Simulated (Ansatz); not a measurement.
The system is Zr.

```
Zr
1.0
     3.23200    0.00000    0.00000
    -1.61600    2.79899    0.00000
     0.00000    0.00000    5.14700
Zr
2
Direct
  0.66667 0.33333 0.75000
  0.33333 0.66667 0.25000
```

Program: Ansatz 0.2.0. Alike in all runs: potentials or basis Ansatz PAW; cell as given; cutoff (eV) 420. Hardware: 2 threads of Intel(R) Xeon(R) Processor @ 2.50GHz (Skylake/Cascade Lake), with other jobs on the host.

Task: Order these runs on this cell by their wall time, lowest first.
A. task single point; level PBEsol0; spin off; k mesh 5 × 5 × 3; smearing fermi-dirac 0.05 eV; mesh quality coarse
B. task band structure; level LDA; spin SOC, no magnetisation; k mesh 7 × 7 × 4; smearing fermi-dirac 0.05 eV; points for each segment of the path 14; mesh quality not flagged
C. task band structure; level PBEsol; spin off; k mesh 9 × 9 × 5; smearing fermi-dirac 0.05 eV; points for each segment of the path 14; mesh quality not flagged
D. task single point; level PBE; spin off; k mesh 9 × 9 × 5; smearing gaussian 0.028 eV; mesh quality not flagged

Result: D (1.6 s), C (3.7 s), B (18 s), A (52 s).

Caveats: some runs use coarse meshes.
